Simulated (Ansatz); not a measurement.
## Phases of Pd at 640 GPa

Structure types of Pd are relaxed in primitive cells with their symmetry kept at 640 GPa, first on PAW files, then by LAPW. The enthalpy is E + pV at zero temperature, without zero-point motion. Only the types listed were tried, and differences under about 5 meV/atom are mesh noise.

All numbers are PBE results (scalar-relativistic) from Ansatz 0.2.0, with Fermi–Dirac smearing of 0.1 eV, no spin polarisation. Methods: LAPW: all electrons, basis error target 0.5 meV/atom; PAW: frozen-core files, cutoff 420 eV.

k meshes: fcc 21×21×21, bcc 21×21×21, hcp 20×20×11, omega 10×10×14, diamond 15×15×15, simple hexagonal 20×20×19.

Question: Order the types by LAPW enthalpy, lowest first.
A. hcp
B. bcc
C. diamond
D. simple hexagonal
E. omega
F. fcc

Answer: F (0 meV/atom), A (108 meV/atom), B (124 meV/atom), E (559 meV/atom), D (2101 meV/atom), C (13181 meV/atom).

| start type | ends as | a, b, c (Å) | V (Å³/atom) | H − H(lowest), LAPW (meV/atom) | same, PAW |
| --- | --- | --- | --- | --- | --- |
| fcc | fcc, Fm-3m | 3.157, 3.157, 3.157 | 7.87 | 0.0 | 0.0 |
| bcc | bcc, Im-3m | 2.505, 2.505, 2.505 | 7.86 | 123.6 | 122.6 |
| hcp | hcp, P6_3/mmc | 2.222, 2.222, 3.682 | 7.87 | 108.0 | 108.4 |
| omega | omega, P6/mmm | 3.589, 3.589, 2.132 | 7.93 | 559.3 | 559.6 |
| diamond | diamond, Fd-3m | 4.277, 4.277, 4.277 | 9.78 | 13181.4 | 13180.3 |
| simple hexagonal | simple hexagonal, P6/mmm | 2.143, 2.143, 2.051 | 8.16 | 2100.5 | 2094.9 |

Question: Split the lead of fcc over hcp into energy and pV.

Answer: For hcp less fcc: ΔE = +78.7 meV/atom, and p·ΔV = 640 GPa × +0.0073 Å³ × 6.242 meV/(GPa·Å³) = +29.3 meV/atom, together 108.0 meV/atom. fcc wins on both counts.
